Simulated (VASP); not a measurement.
# K (Fm-3m) in VASP: single point with LDA

Aim: the single point of K with LDA.

Program: VASP 6.6.1. These are calculated values, not measurements. Logs are shortened: lines on timing, memory, paths and dates and some standing lists are left out, and cuts for length are marked.

## Step 1: Starting point

The structure is cubic, space group Fm-3m (No. 225). The conventional cell has a = 6.372 Å, b = 6.372 Å, c = 6.372 Å, α = 90.00°, β = 90.00°, γ = 90.00°.

The cell was built by a generator and needn't be a form met in nature.

## Step 2: Single point, LDA

INCAR

```
SYSTEM = K
  ALGO = Normal
  EDIFF = 1E-6
  ENCUT = 520
  ISIF = 2
  ISMEAR = -1
  LASPH = .TRUE.
  LCHARG = .TRUE.
  LELF = .TRUE.
  LREAL = .FALSE.
  LVHAR = .TRUE.
  LWAVE = .FALSE.
  NBANDS = 10
  NELM = 100
  PREC = Accurate
  SIGMA = 0.13605693000000002
```

KPOINTS

```
k-points
0
G
  9 9 9
  0 0 0
```

POSCAR

```
K
1.0
    0.0000000000      3.1862036251      3.1862036251
    3.1862036251      0.0000000000      3.1862036251
    3.1862036251      3.1862036251      0.0000000000
K
1
Direct
    0.0000000000      0.0000000000      0.0000000000
```

Potentials or basis: VASP PAW LDA potentials, release 64 (K_sv).

Launch:

```
> cat potpaw_LDA.64/K_sv/POTCAR > POTCAR
> mpirun -np 1 vasp_std > vasp.out
```

OUTCAR:

```text
SYSTEM = K
   EDIFF = 1E-6
   ENCUT = 520
   ISIF = 2
   ISMEAR = -1
   LASPH = .TRUE.
   LREAL = .FALSE.
   NELM = 100
   PREC = Accurate

 ion  position               nearest neighbor table
   1  0.000  0.000  0.000-

  LATTYP: Found a face centered cubic cell.
 ALAT       =     6.3724072502

  Lattice vectors:

 A1 = (   0.0000000000,   3.1862036251,   3.1862036251)
 A2 = (   3.1862036251,   0.0000000000,   3.1862036251)
 A3 = (   3.1862036251,   3.1862036251,   0.0000000000)

Analysis of symmetry for initial positions (statically):
=====================================================================
 Subroutine PRICEL returns:
 Original cell was already a primitive cell.

 Routine SETGRP: Setting up the symmetry group for a
 face centered cubic supercell.

 Subroutine GETGRP returns: Found 48 space group operations
 (whereof 48 operations were pure point group operations)
 out of a pool of 48 trial point group operations.

The static configuration has the point symmetry O_h .

Analysis of symmetry for dynamics (positions and initial velocities):
=====================================================================
 Subroutine PRICEL returns:
 Original cell was already a primitive cell.

 Routine SETGRP: Setting up the symmetry group for a
 face centered cubic supercell.

 Subroutine GETGRP returns: Found 48 space group operations
 (whereof 48 operations were pure point group operations)
 out of a pool of 48 trial point group operations.

The dynamic configuration has the point symmetry O_h .

 Subroutine INISYM returns: Found 48 space group operations
 (whereof 48 operations are pure point group operations),
 and found     1 'primitive' translations

----------------------------------------------------------------------------------------

                                     Primitive cell

  volume of cell :      64.6920

  direct lattice vectors                    reciprocal lattice vectors
     0.000000000  3.186203625  3.186203625    -0.156926568  0.156926568  0.156926568
     3.186203625  0.000000000  3.186203625     0.156926568 -0.156926568  0.156926568
     3.186203625  3.186203625  0.000000000     0.156926568  0.156926568 -0.156926568

  length of vectors
     4.505972379  4.505972379  4.505972379     0.271804789  0.271804789  0.271804789

  position of ions in fractional coordinates (direct lattice)
     0.000000000  0.000000000  0.000000000

  ion indices of the primitive-cell ions
   primitive index   ion index
                 1           1

----------------------------------------------------------------------------------------

 KPOINTS: k-points

Automatic generation of k-mesh.
 Grid dimensions read from file:
 generate k-points for:    9    9    9

 Generating k-lattice:

  Cartesian coordinates                     Fractional coordinates (reciprocal lattice)
    -0.017436285  0.017436285  0.017436285     0.111111111  0.000000000  0.000000000
     0.017436285 -0.017436285  0.017436285     0.000000000  0.111111111  0.000000000
     0.017436285  0.017436285 -0.017436285     0.000000000  0.000000000  0.111111111

  Length of vectors
     0.030200532  0.030200532  0.030200532

  Shift w.r.t. Gamma in fractional coordinates (k-lattice)
     0.000000000  0.000000000  0.000000000

 Subroutine IBZKPT returns following result:
 ===========================================

 Found     35 irreducible k-points:

 Following reciprocal coordinates:
            Coordinates               Weight
  0.000000  0.000000  0.000000      1.000000
  0.111111  0.000000  0.000000      8.000000
  0.222222  0.000000  0.000000      8.000000
  0.333333  0.000000  0.000000      8.000000
  0.444444  0.000000  0.000000      8.000000
  0.111111  0.111111  0.000000      6.000000
[... 16 lines left out ...]
 -0.333333  0.333333  0.000000     12.000000
  0.444444  0.444444  0.000000      6.000000
 [... further k-points ...]
   k-points           NKPTS =     35   k-points in BZ     NKDIM =     35   number of bands    NBANDS=     10
   number of dos      NEDOS =    301   number of ions     NIONS =      1
   total plane-waves  NPLWV =  46656
   dimension x,y,z NGX =    36 NGY =   36 NGZ =   36
   dimension x,y,z NGXF=    72 NGYF=   72 NGZF=   72
   ions per type =               1
   NGX,Y,Z   is equivalent  to a cutoff of  13.28, 13.28, 13.28 a.u.
   NGXF,Y,Z  is equivalent  to a cutoff of  26.56, 26.56, 26.56 a.u.
 SYSTEM =  K
   PREC   = accura    normal or accurate (medium, high low for compatibility)
   ISTART =      0    job   : 0-new  1-cont  2-samecut
   ICHARG =      2    charge: 1-file 2-atom 10-const
   ISPIN  =      1    spin polarized calculation?
   LNONCOLLINEAR =      F non collinear calculations
   LSORBIT =      F    spin-orbit coupling
   LASPH  =      T    aspherical Exc in radial PAW
   ENCUT  =  520.0 eV  38.22 Ry    6.18 a.u.   8.38  8.38  8.38*2*pi/ulx,y,z
   NELM   =    100;   NELMIN=  2; NELMDL= -5     # of ELM steps
   EDIFF  = 0.1E-05   stopping-criterion for ELM
   LREAL  =      F    real-space projection
   EDIFFG = 0.1E-04   stopping-criterion for IOM
   NSW    =      0    number of steps for IOM
   IBRION =     -1    ionic relax: 0-MD 1-quasi-New 2-CG
   NFREE  =      0    steps in history (QN), initial steepest desc. (CG)
   ISIF   =      2    stress and relaxation
   ISYM   =      2    0-nonsym 1-usesym 2-fastsym
   POTIM  = 0.5000    time-step for ionic-motion
   TEBEG  =    0.0;   TEEND  =   0.0 temperature during run
   PSTRESS=    0.0 pullay stress
   NELECT =       9.0000    total number of electrons
   NUPDOWN=      -1.0000    fix difference up-down
   EMIN   =  10.00;   EMAX   =-10.00  energy-range for DOS
   EFERMI =   0.00;   METHOD = LEGACY
   ISMEAR =    -1;   SIGMA  =   0.14  broadening in eV -4-tet -1-fermi 0-gaus
   EFERMI_NEDOS =   21; number of points for ismear=-14 and -15
   IALGO  =     38    algorithm
   IMIX   =      4    mixing-type and parameters
     AMIX     =   0.40;   BMIX     =  1.00
     AMIX_MAG =   1.60;   BMIX_MAG =  1.00
  volume/ion in A,a.u.               =      64.69       436.56
  Fermi-wavevector in a.u.,A,eV,Ry     =   0.848279  1.603015  9.790447  0.719578
  Thomas-Fermi vector in A             =   1.963918
   LORBIT       =      0    0 simple, 1 ext, 2 COOP (PROOUT), +10 PAW based schemes
   GGA     = CA    functional components
   LHFCALC =     F    Hartree Fock is set to
   AEXX    =    0.0000 exact exchange contribution
   IVDW    =     0    specifies the selected vdW correction
   LEPSILON=     F    determine dielectric tensor
   LRPA    =     F    only Hartree local field effects (RPA)
 non-spin polarized calculation
  energy-cutoff  :      520.00
  volume of cell :       64.69
 maximum number of plane-waves:      1807
 NGX is ok and might be reduce to    36
   NGX = 17   NGY = 17   NGZ = 17

 number of electron       9.0000000 magnetization

 Free energy of the ion-electron system (eV)
  ---------------------------------------------------
  ext. energy  EPLUGINS =         0.00000000
  ---------------------------------------------------
  free energy    TOTEN  =        -1.18800943 eV

  energy without entropy =       -1.14328905  energy(sigma->0) =       -1.16564924

 E-fermi :  -0.0076     XC(G=0):  -6.2088

 val. band max:       -0.1011160415   @ k =   0.4444   0.0000   0.0000
 cond. band min:       0.0440508453   @ k =   0.4444   0.3333   0.0000
 fundamental gap:      0.1451668869
 Fermi energy:        -0.0075688237

 k-point     1 :       0.0000    0.0000    0.0000
  band No.  band energies     occupation
      1     -31.7593      2.00000
      2     -15.4286      2.00000
      3     -15.4286      2.00000
      4     -15.4286      2.00000
      5      -2.3738      2.00000
      6       4.1843      0.00000
      7       4.1843      0.00000
      8       4.1843      0.00000
      9       5.5084      0.00000
     10       5.5084      0.00000

 k-point     2 :       0.1111    0.0000    0.0000
  band No.  band energies     occupation
      1     -31.7584      2.00000
      2     -15.4416      2.00000
      3     -15.4303      2.00000
      4     -15.4303      2.00000
      5      -2.2118      2.00000
      6       3.8094      0.00000
      7       4.2470      0.00000
      8       4.2470      0.00000
      9       5.3876      0.00000
     10       5.3876      0.00000

 k-point     3 :       0.2222    0.0000    0.0000
  band No.  band energies     occupation
      1     -31.7562      2.00000
      2     -15.4743      2.00000
      3     -15.4347      2.00000
      4     -15.4347      2.00000
      5      -1.7415      1.99999
      6       2.9942      0.00000
      7       4.2888      0.00000
      8       4.2888      0.00000
      9       5.3392      0.00000
     10       5.3392      0.00000

 k-point     4 :       0.3333    0.0000    0.0000
  band No.  band energies     occupation
      1     -31.7537      2.00000
      2     -15.5110      2.00000
      3     -15.4396      2.00000
      4     -15.4396      2.00000
      5      -1.0093      1.99873
      6       2.0238      0.00000
      7       4.1351      0.00000
      8       4.1351      0.00000
      9       5.7252      0.00000
     10       5.7252      0.00000
[... 222 lines left out ...]
 k-point    22 :      -0.4444    0.3333    0.0000
  band No.  band energies     occupation
      1     -31.7498      2.00000
      2     -15.5176      2.00000
      3     -15.4835      2.00000
      4     -15.4605      2.00000
      5       0.8351      0.00408
      6       1.6414      0.00001
      7       2.1068      0.00000
      8       4.6461      0.00000
      9       4.6971      0.00000
     10       6.3751      0.00000

 k-point    23 :      -0.3333    0.3333    0.0000
  band No.  band energies     occupation
      1     -31.7501      2.00000
      2     -15.5019      2.00000
      3     -15.5012      2.00000
      4     -15.4545      2.00000
      5       0.8490      0.00368
      6       1.7914      0.00000
      7       1.7981      0.00000
      8       4.5121      0.00000
      9       4.9027      0.00000
     10       5.9390      0.00000

 k-point    24 :       0.4444    0.4444    0.0000
  band No.  band energies     occupation
      1     -31.7498      2.00000
      2     -15.5282      2.00000
      3     -15.4669      2.00000
      4     -15.4669      2.00000
      5       0.4977      0.04761
      6       1.8506      0.00000
      7       2.2685      0.00000
      8       5.2371      0.00000
      9       5.2371      0.00000
     10       6.3450      0.00000

 [... further k-points ...]

------------------------ aborting loop because EDIFF is reached ----------------------------------------

  FORCE on cell =-STRESS in cart. coord.  units (eV):
  Direction    XX          YY          ZZ          XY          YZ          ZX
  --------------------------------------------------------------------------------------
  -------------------------------------------------------------------------------------
  Total       -0.0108301     -0.0108301     -0.0108301      0.0000000     -0.0000000     -0.0000000
  in kB       -0.2682209     -0.2682209     -0.2682209      0.0000000     -0.0000000     -0.0000000
  external PRESSURE =      -0.2682209 kB  Pullay stress =       0.0000000 kB

 VOLUME and BASIS-vectors are now :
 -----------------------------------------------------------------------------
  energy-cutoff  :      520.00
  volume of cell :       64.69
      direct lattice vectors                 reciprocal lattice vectors
     0.000000000  3.186203625  3.186203625    -0.156926568  0.156926568  0.156926568
     3.186203625  0.000000000  3.186203625     0.156926568 -0.156926568  0.156926568
     3.186203625  3.186203625  0.000000000     0.156926568  0.156926568 -0.156926568

 POSITION                                       TOTAL-FORCE (eV/Angst)
 -----------------------------------------------------------------------------------
      0.00000      0.00000      0.00000         0.000000     -0.000000     -0.000000
 -----------------------------------------------------------------------------------
    total drift:                               -0.000000      0.000000      0.000000

  FREE ENERGIE OF THE ION-ELECTRON SYSTEM (eV)
  ---------------------------------------------------
  free  energy   TOTEN  =        -1.1880094333 eV

  energy  without entropy=       -1.1432890535  energy(sigma->0) =       -1.16564924
```

It took 13 s on 1 thread of Intel Xeon 6975P-C (Granite Rapids), shared host; peak memory 0.17 GiB.

Results:

| Property | Result |
| --- | --- |
| Free energy | -1.1880 eV |
| Pressure | 0.0 GPa |
| Band gap on the k mesh | none (metal or under the smearing width) |

Levels at points of the mesh, in eV from the Fermi level:
```
           k point  band 1  band 2  band 3  band 4  band 5  band 6  band 7  band 8  band 9  band 10
(0.00, 0.00, 0.00)  -31.75  -15.42  -15.42  -15.42   -2.37    4.19    4.19    4.19    5.52     5.52
```
